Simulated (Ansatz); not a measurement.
Output of an Ansatz run (abridged):

```
WARN ansatz: RAYON_NUM_THREADS=1 ignored (pool sized by the plan → 1); use --threads N
Pseudopotentials: kind: paw
Pseudopotential: Cs, paw, valence charge 9
Pseudopotential: I, paw, valence charge 17
Crystal: 2 atoms, lattice volume = 94.588 Å³
Basis set: ecut = 420 eV, 1839 PW (Γ), exchange–correlation on 64×64×64 points (8 copies of the dense FFT grid, shifted against one another)
Bands: 17, of which v1, the nominal top of the filled ones, is band 13 counted from 1 (12 counted from 0)
Symmetry: 48 space group operations
Space group: Pm-3m (ITA 221), of the structure as read, at distance tolerance 4.6e-5 Å
k-points: 20 of 216
PAW frozen core: Cs, regenerated for the run's functional, and the local potential with it
PAW frozen core: I, regenerated for the run's functional, and the local potential with it
Initial density: superposition of atomic densities (neutral atoms: chi_scale 0, normalization atom), corrected by the library's trained network
Initial wavefunctions: pseudopotential atomic-orbital guess
Eigensolver: davidson
Functional: x = pbesol(κ = 0.804, μ = 0.12345679012345678), c = pbesol(β = 0.046)
SCF iter   1: F=—  HF=-13021.168476 eV  |F-HF|=—  |Δ(HF+E_count)|=         —  Δρ=1.65e-3  dr2=3.31e-3  ethr=1.77e-3  ⟨swp⟩=9.2  Hψ=2056  notcnv=0
all-band conjugate gradients solve this SCF's bands
preconditioner: auto → Resta (q_TF=auto, 2.200 Å⁻¹)
SCF iter   2: F=—  HF=-13021.168595 eV  |F-HF|=—  |Δ(HF+E_count)|=   1.19e-4  Δρ=8.53e-4  dr2=7.27e-4  ethr=1.27e-5  ⟨swp⟩=3.4  Hψ=829  notcnv=0
SCF iter   3: F=—  HF=-13021.169035 eV  |F-HF|=—  |Δ(HF+E_count)|=   4.40e-4  Δρ=2.43e-4  dr2=6.76e-5  ethr=2.80e-6  ⟨swp⟩=2.1  Hψ=482  notcnv=0
SCF iter   4: F=—  HF=-13021.169111 eV  |F-HF|=—  |Δ(HF+E_count)|=   7.51e-5  Δρ=3.39e-5  dr2=9.79e-7  ethr=2.60e-7  ⟨swp⟩=2.0  Hψ=560  notcnv=0
iter 5 did not close the SCF: its close was put off for the readings that it lacked (scf_convergence_deferred on its scf_iter line)
SCF iter   5: F=-13021.169112 eV  HF=-13021.169112 eV  |F-HF|=6.96e-8  |Δ(HF+E_count)|=   1.59e-6  Δρ=5.03e-6  dr2=2.46e-8  ethr=3.77e-9  ⟨swp⟩=2.9  Hψ=592  notcnv=0
SCF iter   6: F=-13021.169112 eV  HF=-13021.169112 eV  |F-HF|=1.41e-9  |Δ(HF+E_count)|=   7.74e-8  Δρ=7.57e-7  dr2=6.70e-10  ethr=9.45e-11  ⟨swp⟩=4.2  Hψ=1602  notcnv=0
SCF 1 converged in 6 iterations: F = -13021.169112 eV  dr2 = 6.70e-10
SCF converged after 6 iterations
Free energy (F): -13021.169112 eV
Harris-Foulkes:  -13021.169112 eV  (|F-HF|=1.41e-9)
Internal energy: -13021.169112 eV  (E = F + TS)
E sigma→0 (E₀):  -13021.169112 eV
Fermi energy:    5.799810 eV
--- Per-component energies (eV) ---
  E_band       = -435.466101
  E_kinetic    = 331.908092
  E_local      = -2442.502414  (includes V_loc(G=0)·N_el)
  E_nonlocal   = -57.110223
  E_hartree    = 1213.715983
  E_xc         = -300.286877
  E_vxc        = -255.160551  (∫ρ·V_xc dr)
  E_paw        = -9720.794444  (= ΣΔE_a)
  E_vpaw       = -440.033873  (= ΣTr[D̂ρ^β])
  E_aug_tail   = 0.000020  (compensation charges beyond the density's cutoff)
  E_ewald      = -2046.655553
  E_core_change = 0.556302  (= ΣΔE_core)
  E_smearing   = -0.000000  (= −TS)
  E_closure    = 0.000000  (closes the sum)
  Σ components = -13021.169112   (vs F -13021.169112, Δ=0.00e0)
--- Forces (eV/Å), atoms counted from 1 ---
  atom   1  Cs     0.00000000     0.00000000    -0.00000000
  atom   2  I      0.00000000     0.00000000    -0.00000000
  max |Σ_I F_I| component: 5.49e-29 eV/Å
--- Stress (GPa, compression-positive) ---
       -0.382499       0.000000       0.000000
        0.000000      -0.382499       0.000000
        0.000000       0.000000      -0.382499
  P = ⅓ Tr σ = -0.3825 GPa (-3.825 kbar)
  The stress holds the Pulay correction. Without it, at fixed plane waves, as pw.x and ABINIT print it: P = -0.3914 GPa
--- Band table (eV; the first three rows and the last of 20) ---
  k-point 0: bands = ["-38.9490", "-38.9490", "-38.9490", "-38.9475", "-38.9475", "-16.4106", "-6.7791", "-3.0899", "-3.0899", "-3.0899", "3.8395", "3.8395", "3.8395", "7.6630", "8.0138", "8.0138", "11.7087"]
  k-point 1: bands = ["-38.9490", "-38.9490", "-38.9490", "-38.9475", "-38.9475", "-16.4042", "-6.7813", "-3.1328", "-3.0732", "-3.0732", "3.3482", "3.8010", "3.8010", "8.1806", "8.2499", "8.6388", "11.6024"]
  k-point 2: bands = ["-38.9490", "-38.9490", "-38.9490", "-38.9475", "-38.9474", "-16.3911", "-6.7880", "-3.2053", "-3.0392", "-3.0392", "2.6178", "3.7212", "3.7212", "8.6435", "9.4349", "9.9633", "11.3055"]
  k-point 19: bands = ["-38.9490", "-38.9490", "-38.9490", "-38.9472", "-38.9472", "-16.3394", "-6.4983", "-3.3529", "-3.3529", "-3.3529", "2.5826", "2.5826", "2.5826", "11.0176", "11.0176", "11.0176", "11.7828"]
```

The structure:

```
CELL_PARAMETERS angstrom
      4.55629     0.00000     0.00000
      0.00000     4.55629     0.00000
      0.00000     0.00000     4.55629
ATOMIC_POSITIONS crystal
  Cs 0.00000 0.00000 0.00000
  I  0.50000 0.50000 0.50000
```

Problem. Reconstruct the input of this run.

Solution. Other spellings and defaults could give the same log, and not every line can be read from it. The input that was run (DFT, PBEsol, plane waves, default PAW files made with PBE):

Ansatz 0.2 input:
```yaml
# CsI
crystal:
  lattice:
    - [4.556290, 0.000000, 0.000000]
    - [0.000000, 4.556290, 0.000000]
    - [0.000000, 0.000000, 4.556290]
  atoms:
    - { symbol: Cs, position: [0.000000, 0.000000, 0.000000] }
    - { symbol: I, position: [0.500000, 0.500000, 0.500000] }
basis:
  ecutwfc: 420.0
kpoints:
  mp_grid: { grid: [6, 6, 6] }
hamiltonian:
  xc: pbesol
  pseudopotentials: { kind: paw }
scf:
  occupations: { method: fermi_dirac, width: 0.01 }
output:
  forces: true
  eigenvalues: true
  stress: true
```

The starting cell has typed, rounded lattice constants, without a prior relaxation at this level. Its lattice was rescaled by up to half a per cent. Spin-orbit coupling is off. Ansatz's pressure includes its estimate of the finite-basis (Pulay) stress.

Ansatz is a quantum-chemistry and plane-wave program.
